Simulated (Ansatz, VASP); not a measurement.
# SiC (Moissanite 3C): VASP beside Ansatz

Aim: how closely do two programs agree when they are given the same cell, functional and k mesh? The cell is taken from a series of VASP runs on this material, whose earlier steps may have relaxed, scaled or displaced it; both programs get it as it stands.

Program: Ansatz 0.2.0. Level of theory: plane waves, with VASP 6.6.1 beside it; relaxation of cell and atoms at LDA. Results are calculated unless marked as measured.

**1. The starting structure**

Symmetry: F-43m, No. 216, cubic system. Conventional cell: a = 4.358 Å, b = 4.358 Å, c = 4.358 Å, α = 90.00°, β = 90.00°, γ = 90.00°. Si has 4 C at 1.89 Å nearest. Nearest to C lie 4 Si at 1.89 Å. Farther neighbours are not listed.

**2. Ansatz: relaxation of cell and atoms, LDA**

Ansatz runs on its default PAW (the set named soft_2) files.

The relaxed volume is the usual yardstick between codes: its relative difference is about their pressure difference at one cell divided by the bulk modulus.

input.yaml

```yaml
crystal:
  lattice:
    - [0.0, 2.179, 2.179]
    - [2.179, 0.0, 2.179]
    - [2.179, 2.179, 0.0]
  atoms:
    - { symbol: Si, position: [0.0, 0.0, 0.0] }
    - { symbol: C, position: [0.75, 0.75, 0.75] }
hamiltonian:
  xc: lda
  pseudopotentials: { kind: paw }
kpoints:
  mp_grid: { grid: [8, 8, 8] }
scf:
  occupations: { method: gaussian, width: 0.03 }
relax:
  f_tol: 0.01
  max_steps: 60
  cell: { stress_tol: 0.05 }
output:
  forces: true
  stress: true
  write_density: true
  write_potential: true
  elf: true
  volumetric_format: npy
```

Run with:

```console
> ansatz run input.yaml --threads 4 --pin off --max-ram 9216MiB --backend cpu --events-out ev --progress --plain --runs-dir out
```

Numbers of over 12 decimals in the logs are rounded to 6 here.

Log:

```text
Engine: ansatz 0.2.0, aarch64-unknown-linux-gnu
Pseudopotentials: kind: paw
Pseudopotential: Si, paw, valence charge 4, recommended cutoff 420 eV (normal), Si.paw.azcp
Pseudopotential: C, paw, valence charge 4, recommended cutoff 420 eV (normal), C.paw.azcp
Functional definition: SPW92
  exchange = slater_x
  correlation = pw_c
Crystal: 2 atoms, lattice volume = 20.692 Å³
Basis set: ecut = 420 eV, 411 PW (Γ)
Bands: 8, of which v1, the nominal top of the filled ones, is band 4 counted from 1 (3 counted from 0)
Symmetry: 24 space group operations
Space group: F-43m (ITA 216), of the structure as read, at distance tolerance 2.7e-5 Å
k-points: 29 of 512 (time reversal used)
Non-local potential: Si, projectors of the file, l = 0: 2, l = 1: 2, l = 2: 2
Non-local potential: C, projectors of the file, l = 0: 2, l = 1: 2, l = 2: 1
PAW form: soft (Blöchl's): semilocal exchange-correlation on the pseudo side does not see the compensation charge
PAW frozen core: Si, regenerated for the run's functional, and the local potential with it (the file was generated under x = pbe(κ = 0.804, μ = 0.219515), c = pbe(β = 0.066725))
PAW frozen core: C, regenerated for the run's functional, and the local potential with it (the file was generated under x = pbe(κ = 0.804, μ = 0.219515), c = pbe(β = 0.066725))
PAW one-centre angular grid: Si, 110 points (default); XC on 64 Gauss nodes
PAW one-centre angular grid: C, 110 points (default); XC on 64 Gauss nodes
Initial density: superposition of atomic densities (neutral atoms: chi_scale 0, normalization atom), corrected by the library's trained network
Initial wavefunctions: pseudopotential atomic-orbital guess
Functional: x = slater, c = lda
SCF iter   1: F=—  HF=-852.197376 eV  |F-HF|=—  |Δ(HF+E_count)|=         —  Δρ=7.61e-3  dr2=1.25e-2  ethr=1.77e-3  ⟨swp⟩=6.0  Hψ=1938  notcnv=0
preconditioner: auto → none  [insulator: Δε(μ)=1.242 eV  Ē_g=13.885 eV  σ=0.030 eV  W_gap=1.00  n_scr=0 (ndim 8)  ℏωp=23.1 eV  f_vac=0.000  D(μ)=0.00/eV (n_scr^D=0)  ε∞_Penn≈3.8]
SCF iter   2: F=—  HF=-852.194022 eV  |F-HF|=—  |Δ(HF+E_count)|=   3.35e-3  Δρ=3.53e-3  dr2=1.28e-3  ethr=1.56e-4  ⟨swp⟩=2.3  Hψ=603  notcnv=0
SCF iter   3: F=—  HF=-852.193679 eV  |F-HF|=—  |Δ(HF+E_count)|=   3.43e-4  Δρ=1.47e-3  dr2=1.76e-4  ethr=1.60e-5  ⟨swp⟩=2.5  Hψ=380  notcnv=0
SCF iter   4: F=—  HF=-852.193636 eV  |F-HF|=—  |Δ(HF+E_count)|=   4.28e-5  Δρ=2.45e-4  dr2=5.38e-6  ethr=2.21e-6  ⟨swp⟩=1.0  Hψ=232  notcnv=0
SCF iter   5: F=—  HF=-852.193636 eV  |F-HF|=—  |Δ(HF+E_count)|=   5.31e-7  Δρ=1.21e-5  dr2=1.28e-8  ethr=6.72e-8  ⟨swp⟩=1.8  Hψ=300  notcnv=0
SCF iter   6: F=-852.193636 eV  HF=-852.193636 eV  |F-HF|=5.47e-11  |Δ(HF+E_count)|=   5.00e-9  Δρ=1.57e-6  dr2=1.88e-10  ethr=1.59e-10  ⟨swp⟩=4.8  Hψ=1100  notcnv=0
SCF 1 converged in 6 iterations: F = -852.193636 eV  dr2 = 1.88e-10
  greatest PAW one-centre occupation: 0.637 electrons in one spin orbital (limit 2), on the C atom at site 1 (counted from 0), in its partial waves of l = 0
relax step   1: F+E_penalty+E_count = -852.19363587 eV  Δ(F+E_penalty+E_count) = +0.000e0 eV  max|allowed force component| = 3.516e-16 eV/Å  Δτ_max = 0.0000 Å  P = -4.427 GPa  Ω = 20.692 Å³  (6 SCF iters, dr2 threshold 1.00e-7 eV, accepted)
[...]
relax step   2: F+E_penalty+E_count = -852.19862081 eV  Δ(F+E_penalty+E_count) = -4.985e-3 eV  max|allowed force component| = 1.318e-16 eV/Å  Δτ_max = 0.0000 Å  P = -2.094 GPa  Ω = 20.474 Å³  energy of the carried Pulay correction = +5.405e-4 eV  (4 SCF iters, dr2 threshold 2.00e-7 eV, accepted)
[...]
relax step   3: F+E_penalty+E_count = -852.20032563 eV  Δ(F+E_penalty+E_count) = -1.705e-3 eV  max|allowed force component| = 6.245e-17 eV/Å  Δτ_max = 0.0000 Å  P = +0.060 GPa  Ω = 20.283 Å³  energy of the carried Pulay correction = +1.021e-3 eV  (4 SCF iters, dr2 threshold 2.00e-7 eV, accepted)
[...]
relax step   4: F+E_penalty+E_count = -852.20031336 eV  Δ(F+E_penalty+E_count) = +1.227e-5 eV  max|allowed force component| = 6.014e-17 eV/Å  Δτ_max = 0.0000 Å  P = -0.000 GPa  Ω = 20.288 Å³  energy of the carried Pulay correction = +1.007e-3 eV  (3 SCF iters, dr2 threshold 8.92e-9 eV, accepted)
[...]
relax step   5: F+E_penalty+E_count = -852.19955364 eV  Δ(F+E_penalty+E_count) = +7.597e-4 eV  max|allowed force component| = 9.021e-17 eV/Å  Δτ_max = 0.0000 Å  P = -0.066 GPa  Ω = 20.288 Å³  stress off target by 6.56e-2 GPa  SCF on the basis re-selected at this cell (its energy is not comparable with the rows above)  (5 SCF iters)
[...]
relax step   6: F+E_penalty+E_count = -852.19956911 eV  Δ(F+E_penalty+E_count) = -1.547e-5 eV  max|allowed force component| = 8.327e-17 eV/Å  Δτ_max = 0.0000 Å  P = +0.000 GPa  Ω = 20.282 Å³  energy of the carried Pulay correction = +1.429e-5 eV  (3 SCF iters, dr2 threshold 1.08e-8 eV, accepted)
[...]
relax step   7: F+E_penalty+E_count = -852.19956911 eV  Δ(F+E_penalty+E_count) = -5.099e-10 eV  max|allowed force component| = 6.939e-17 eV/Å  Δτ_max = 0.0000 Å  P = +0.000 GPa  Ω = 20.282 Å³  stress off target by 1.35e-4 GPa  SCF on the basis re-selected at this cell (its energy is not comparable with the rows above)  (3 SCF iters)
basis re-selected at this cell: Δ(F+E_penalty+E_count) = -5.099e-10 eV, ΔP = +0.000 GPa vs the last step (what re-selecting the basis moved, of the pressure what is left beyond the Pulay correction that the steps carried, after the strain that the cell walked since its last selection, with what the two solves' SCF thresholds leave and, on support functions, any second-order correction that the steps lacked; it is no  [...]
SCF converged after 3 iterations
Free energy (F): -852.199569 eV
Harris-Foulkes:  -852.199569 eV  (|F-HF|=5.68e-13)
Internal energy: -852.199569 eV  (E = F + TS)
E sigma→0 (E₀):  -852.199569 eV
Fermi energy:    10.147364 eV
--- Per-component energies (eV) ---
  E_band       = 28.657077
  E_kinetic    = 136.802945
  E_local      = -105.069817  (includes V_loc(G=0)·N_el)
  E_nonlocal   = 54.183214
  E_hartree    = 31.585399
  E_xc         = -105.072755
  E_vxc        = -109.833808  (∫ρ·V_xc dr)
  E_paw        = -578.086595  (= ΣΔE_a)
  E_vpaw       = -10.596263  (= ΣTr[D̂ρ^β])
  E_aug_tail   = 0.000016  (compensation charges beyond the density's cutoff)
  E_ewald      = -286.689140
  E_core_change = 0.147163  (= ΣΔE_core)
  E_smearing   = -0.000000  (= −TS)
  E_closure    = 0.000000  (closes the sum)
  Σ components = -852.199569   (vs F -852.199569, Δ=0.00e0)
--- Forces (eV/Å), atoms counted from 1 ---
  atom   1  Si    -0.00000000    -0.00000000     0.00000000
  atom   2  C      0.00000000     0.00000000    -0.00000000
  max |Σ_I F_I| component: 5.55e-17 eV/Å
--- Stress (GPa, compression-positive) ---
        0.000135      -0.000000      -0.000000
       -0.000000       0.000135       0.000000
       -0.000000       0.000000       0.000135
  P = ⅓ Tr σ = 0.0001 GPa (0.001 kbar)
--- Band table (eV; the first three rows and the last of 29) ---
  k-point 0: bands = ["-5.9789", "9.4976", "9.4976", "9.4976", "15.9999", "16.8342", "16.8342", "16.8342"]
  k-point 1: bands = ["-5.6682", "8.0217", "9.2953", "9.2953", "16.1297", "17.1876", "17.1876", "17.4305"]
  k-point 2: bands = ["-4.7580", "5.1912", "8.8867", "8.8867", "15.6089", "17.4258", "17.4258", "18.9187"]
  k-point 28: bands = ["-0.5274", "2.4340", "4.3888", "4.7119", "14.6649", "19.0235", "19.0449", "19.2095"]
--- Relaxed structure (5 steps of the walk, 5 accepted, 2 SCFs on fresh bases) ---
  F+E_penalty+E_count = -852.19956911 eV   max|allowed force component| = 6.939e-17 eV/Å   (the final SCF, on the basis selected at the relaxed cell)
  cell:  # Å, volume = 20.2821 Å³
    - [0, 2.164518, 2.164518]
    - [2.164518, 0, 2.164518]
    - [2.164518, 2.164518, 0]
  atoms:
    - { symbol: Si, position: [0, 0, 0] }
    - { symbol: C, position: [0.750000, 0.750000, 0.750000] }
```

Elapsed: 1.8 s, on 4 threads of Arm Neoverse V1, shared host; peak memory 0.28 GiB; 5.3 s of CPU time.

**3. VASP: relaxation of cell and atoms, LDA**

The same cell, functional (in two slightly different forms), mesh and smearing now go to VASP, with its own data sets and cutoff.

Lines of VASP's logs that name or quote its potential files are left out, and so is its time.

INCAR

```
SYSTEM = SiC
PREC = Accurate
ENCUT = 520
EDIFF = 1E-06
NELM = 100
ISMEAR = 0
SIGMA = 0.03
LREAL = .FALSE.
ALGO = Normal
GGA = CA
NBANDS = 10
LORBIT = 11
LWAVE = .FALSE.
LCHARG = .FALSE.
KPAR = 4
IBRION = 2
NSW = 50
ISIF = 3
EDIFFG = -0.01
```

POSCAR

```
SiC
1.0
    0.0000000000      2.1790000000      2.1790000000
    2.1790000000      0.0000000000      2.1790000000
    2.1790000000      2.1790000000      0.0000000000
Si C
1 1
Direct
    0.0000000000      0.0000000000      0.0000000000
    0.7500000000      0.7500000000      0.7500000000
```

KPOINTS

```
Automatic mesh
0
Gamma
8 8 8
0 0 0
```

The projector-augmented-wave data sets are Si and C (LDA family, release 64).

Run with:

```console
> mpirun -np 4 vasp_std
```

Log:

```text
[banner, memory and clock lines left out]
running    4 mpi-ranks, on    1 nodes
 distrk:  each k-point on    1 cores,    4 groups
 distr:  one band on    1 cores,    1 groups

 POSCAR found type information on POSCAR SiC
 POSCAR found :  2 types and       2 ions
 LDA part: xc-table for (Slater(with rela. corr.)+CA(PZ))
 , standard interpolation
 POSCAR, INCAR and KPOINTS ok, starting setup
 FFT: planning ... GRIDC
 FFT: planning ... GRID_SOFT
 FFT: planning ... GRID
 WAVECAR not read
 entering main loop
       N       E                     dE             d eps       ncg     rms          rms(c)
DAV:   1     0.140511420512E+01    0.14051E+01   -0.40035E+03   604   0.675E+02
DAV:   2    -0.181112250166E+02   -0.19516E+02   -0.18552E+02   802   0.112E+02
DAV:   3    -0.186697542327E+02   -0.55853E+00   -0.55763E+00   678   0.163E+01
DAV:   4    -0.186721728522E+02   -0.24186E-02   -0.24184E-02   680   0.137E+00
DAV:   5    -0.186721859538E+02   -0.13102E-04   -0.13102E-04   656   0.910E-02    0.906E+00
DAV:   6    -0.167271090372E+02    0.19451E+01   -0.74961E+00   606   0.131E+01    0.399E+00
DAV:   7    -0.166577215837E+02    0.69387E-01   -0.36876E-01   686   0.381E+00    0.179E+00
DAV:   8    -0.166372060300E+02    0.20516E-01   -0.26896E-02   610   0.106E+00    0.177E-01
DAV:   9    -0.166368338717E+02    0.37216E-03   -0.18312E-03   744   0.247E-01    0.948E-02
DAV:  10    -0.166368486935E+02   -0.14822E-04   -0.11399E-04   622   0.715E-02    0.315E-02
DAV:  11    -0.166368489655E+02   -0.27196E-06   -0.37276E-06   670   0.127E-02
   1 F= -.16636849E+02 E0= -.16636849E+02  d E =-.166368E+02
 curvature:   0.00 expect dE= 0.000E+00 dE for cont linesearch  0.000E+00
 trial: gam= 0.00000 g(F)=  0.119E-46 g(S)=  0.195E-01 ort = 0.000E+00 (trialstep = 0.100E+01)
 search vector abs. value=  0.195E-01
 bond charge predicted
       N       E                     dE             d eps       ncg     rms          rms(c)
DAV:   1    -0.166451823413E+02   -0.83336E-02   -0.38190E-01   582   0.440E+00    0.697E-01
DAV:   2    -0.166379038050E+02    0.72785E-02   -0.17515E-02   598   0.760E-01    0.349E-01
DAV:   3    -0.166363355827E+02    0.15682E-02   -0.24877E-03   614   0.304E-01    0.929E-02
DAV:   4    -0.166360817288E+02    0.25385E-03   -0.37165E-04   608   0.959E-02    0.346E-02
DAV:   5    -0.166360754230E+02    0.63058E-05   -0.11408E-05   650   0.225E-02    0.253E-02
DAV:   6    -0.166360748746E+02    0.54845E-06   -0.66789E-07   326   0.662E-03
   2 F= -.16636075E+02 E0= -.16636075E+02  d E =0.774091E-03
 trial-energy change:    0.000774  1 .order    0.001042   -0.019473    0.021557
 step:   0.4844(harm=  0.4746)  dis= 0.00000  next Energy=   -16.641596 (dE=-0.475E-02)
 bond charge predicted
       N       E                     dE             d eps       ncg     rms          rms(c)
DAV:   1    -0.166440436110E+02   -0.79682E-02   -0.99945E-02   582   0.222E+00    0.359E-01
DAV:   2    -0.166421164438E+02    0.19272E-02   -0.47237E-03   594   0.391E-01    0.181E-01
DAV:   3    -0.166417036367E+02    0.41281E-03   -0.63610E-04   616   0.154E-01    0.507E-02
DAV:   4    -0.166416332765E+02    0.70360E-04   -0.10159E-04   604   0.497E-02    0.168E-02
DAV:   5    -0.166416315464E+02    0.17301E-05   -0.29190E-06   634   0.115E-02    0.125E-02
DAV:   6    -0.166416313423E+02    0.20414E-06   -0.17102E-07   296   0.338E-03
   3 F= -.16641631E+02 E0= -.16641631E+02  d E =-.478238E-02
 curvature:  -0.24 expect dE=-0.562E-07 dE for cont linesearch -0.562E-07
 trial: gam=-0.00347 g(F)=  0.252E-47 g(S)=  0.237E-06 ort = 0.679E-04 (trialstep = 0.897E+00)
 search vector abs. value=  0.103E-09
 reached required accuracy - stopping structural energy minimisation
```

OUTCAR, selected parts (step 3):

```text
ion  position               nearest neighbor table
   1  0.000  0.000  0.000-   2 1.89   2 1.89   2 1.89   2 1.89
   2  0.750  0.750  0.750-   1 1.89   1 1.89   1 1.89   1 1.89

  LATTYP: Found a face centered cubic cell.
 ALAT       =     4.3580000000

 Subroutine GETGRP returns: Found 24 space group operations
 (whereof 24 operations were pure point group operations)

The static configuration has the point symmetry T_d .

 Found     29 irreducible k-points:

   k-points           NKPTS =     29   k-points in BZ     NKDIM =     29   number of bands    NBANDS=     10

   dimension x,y,z NGX =    24 NGY =   24 NGZ =   24
   dimension x,y,z NGXF=    48 NGYF=   48 NGZF=   48

   ENCUT  =  520.0 eV  38.22 Ry    6.18 a.u.   5.73  5.73  5.73*2*pi/ulx,y,z

   NELECT =       8.0000    total number of electrons

 k-points in reciprocal lattice and weights: Automatic mesh
   0.00000000  0.00000000  0.00000000       0.002
   0.12500000  0.00000000  0.00000000       0.016
   0.25000000  0.00000000  0.00000000       0.016
   0.37500000  0.00000000  0.00000000       0.016
   0.50000000  0.00000000  0.00000000       0.008
   0.12500000  0.12500000  0.00000000       0.012
   0.25000000  0.12500000  0.00000000       0.047
   0.37500000  0.12500000  0.00000000       0.047
   0.50000000  0.12500000  0.00000000       0.047
[...]
-0.37500000  0.50000000  0.12500000       0.023
  -0.25000000  0.50000000  0.25000000       0.012

 average (electrostatic) potential at core
       1 -81.6776       2 -48.7665

 E-fermi :   8.4107

 k-point     1 :       0.0000    0.0000    0.0000
  band No.  band energies     occupation
      1      -7.1879      2.00000
      2       8.2716      2.00000
      3       8.2716      2.00000
      4       8.2716      2.00000
      5      14.7784      0.00000
      6      15.5888      0.00000
      7      15.5888      0.00000
      8      15.5888      0.00000
      9      22.8363      0.00000
    ...

 k-point     2 :       0.1250    0.0000    0.0000
  band No.  band energies     occupation
      1      -6.8778      2.00000
      2       6.7961      2.00000
      3       8.0688      2.00000
      4       8.0688      2.00000
      5      14.8973      0.00000
      6      15.9421      0.00000
      7      15.9421      0.00000
      8      16.1963      0.00000
      9      21.5807      0.00000
    ...

 k-point     3 :       0.2500    0.0000    0.0000
  band No.  band energies     occupation
      1      -5.9689      2.00000
      2       3.9687      2.00000
      3       7.6611      2.00000
      4       7.6611      2.00000
      5      14.3745      0.00000
      6      16.1812      0.00000
      7      16.1812      0.00000
      8      17.6872      0.00000
      9      21.4063      0.00000
    ...

  Total       -0.0018086     -0.0018086     -0.0018086     -0.0000000     -0.0000000      0.0000000
  in kB       -0.1426195     -0.1426195     -0.1426195     -0.0000000     -0.0000000      0.0000000
  external PRESSURE =      -0.1426195 kB  Pullay stress =       0.0000000 kB

  energy-cutoff  :      520.00
  volume of cell :       20.32
      direct lattice vectors                 reciprocal lattice vectors
     0.000000000  2.165792975  2.165792975    -0.230862324  0.230862324  0.230862324
     2.165792975  0.000000000  2.165792975     0.230862324 -0.230862324  0.230862324
     2.165792975  2.165792975  0.000000000     0.230862324  0.230862324 -0.230862324

 POSITION                                       TOTAL-FORCE (eV/Angst)
 -----------------------------------------------------------------------------------
      0.00000      0.00000      0.00000        -0.000000      0.000000     -0.000000
      3.24869      3.24869      3.24869         0.000000     -0.000000      0.000000
 -----------------------------------------------------------------------------------
    total drift:                               -0.000000     -0.000000     -0.000000

  FREE ENERGIE OF THE ION-ELECTRON SYSTEM (eV)
  ---------------------------------------------------
  free  energy   TOTEN  =       -16.6416313423 eV

  energy  without entropy=      -16.6416313423  energy(sigma->0) =      -16.64163134

 reached required accuracy - stopping structural energy minimisation

 total charge
# of ion       s       p       d       tot
------------------------------------------
    1        0.714   0.997   0.000   1.711
    2        0.830   1.728   0.000   2.557
--------------------------------------------------
tot          1.544   2.724   0.000   4.268

[... 3 further parts left out ...]
```

CONTCAR:

```
SiC
   1.00000000000000
     0.0000000000000000    2.1657929753851963    2.1657929753851963
     2.1657929753851963    0.0000000000000000    2.1657929753851963
     2.1657929753851963    2.1657929753851963    0.0000000000000000
  Si              C
     1     1
Direct
     0.0000000000000000    0.0000000000000000    0.0000000000000000
     0.7500000000000000    0.7500000000000000    0.7500000000000000
```

**4. Side by side**

Known differences besides the potentials themselves: the two LDA forms differ slightly; both relaxations stop at a tolerance, which leaves soft axes loose, and VASP keeps its plane-wave basis; the cutoff is 420 eV in Ansatz and 520 eV in VASP; VASP's log shows a relativistic correction to its local exchange, Ansatz's none; Ansatz adds a Pulay correction to the stress that steers its cell, VASP none. Total energies have different zeros and are not compared.

The two programs side by side:

```tsv
quantity	Ansatz	VASP	difference
volume (Å³)	20.28	20.32	-0.18 %
edge a after relaxation, in the typed setting (Å)	3.061	3.063	-0.06 %
```

The walks stopped with 0.00 GPa left in Ansatz and -0.01 GPa in VASP; each walk ends within a tolerance, so the volume difference is uncertain by about these residues over the bulk modulus, most in soft cells.

**5. What came out**

```json
{
 "difference in volume (relaxation of cell and atoms, LDA)": "-0.18 %"
}
```

What this shows: The difference in volume is -0.18 % (relaxation of cell and atoms, LDA), within the 1.2 % picked in this series as the mark of a large difference, as far as the stopping tolerances let one tell. Such differences can come from data sets, numerical settings and the points named under the comparisons, not from the functional's error against experiment.

[Lines on the potential files, build, host, timing and source positions are cut from VASP's logs without a mark.]

[Logs are printed without paths, hosts, clocks, repeated set-up lines and the standing remarks that a program may print on its own settings, such as how far it seeks lower states.]

[Hosts, paths, dates, database ids (printed as entryN), source tags and the programs' standing remarks are cut or masked in the printed files.]
